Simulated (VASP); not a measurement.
Wanted: the native input for a VASP 6.6.1 run.

| Property | Result |
| --- | --- |
| Task | relaxation of the atoms |
| Functional | LDA |
| Potentials or basis | VASP PAW LDA potentials, release 64 (Sb) |
| Cutoff | 350 eV |
| k mesh | 6 × 6 × 6 |
| Occupations | gaussian, width 0.02 eV |
| Spin | no spin polarisation |
| Further INCAR settings | ALGO = Normal; EDIFF = 1e-07; IBRION = 2; EDIFFG = -0.002; NSW = 80 |

The structure of Sb lies in POSCAR:

```
Sb                                      
1.0
    2.1346754570      1.2324554499      3.6566324869
   -2.1346754570      1.2324554499      3.6566324869
    0.0000000000     -2.4649108998      3.6566324869
  Sb            
     2
Direct
     0.2348659560064874    0.2348659560064874    0.2348659560064874
     0.7651340439935126    0.7651340439935126    0.7651340439935126
```

The cell isn't the ideal one: a relaxed cell with its volume scaled by 0.98.

The input as run:

INCAR

```
PREC     = Accurate       # precision mode
ENCUT    = 350            # plane-wave cutoff, eV
EDIFF    = 1E-7           # SCF threshold, eV
ISMEAR   = 0              # smearing method
SIGMA    = 0.02           # smearing width, eV
LREAL    = F              # projectors in reciprocal space
LASPH    = T              # aspherical terms in the spheres
NELM     = 100            # most SCF steps
ALGO     = Normal         # electronic algorithm
ISIF     = 2              # what is computed and relaxed
LWAVE    = F              # write WAVECAR
LCHARG   = F              # write CHGCAR
IBRION   = 2              # ionic algorithm
NSW      = 80             # ionic steps
EDIFFG   = -0.002         # ionic threshold
```

KPOINTS

```
regular mesh
0
Gamma
  6 6 6
```

Potentials or basis: VASP PAW LDA potentials, release 64 (Sb).

The run is started by

```console
$ cat potpaw_LDA.64/Sb/POTCAR > POTCAR
$ mpirun -np 1 vasp_std > vasp.out
```

It gave:

```json
{
 "Energy gained by relaxing": "0.4 meV/atom",
 "Ionic steps": "3",
 "Pressure after relaxing": "1.1 GPa",
 "Band gap on the k mesh": "none (metal or under the smearing width)"
}
```

Run time: 15 s on 1 thread of Intel(R) Xeon(R) Platinum 8488C (Sapphire Rapids), with other jobs on the host, peak memory 0.13 GiB.
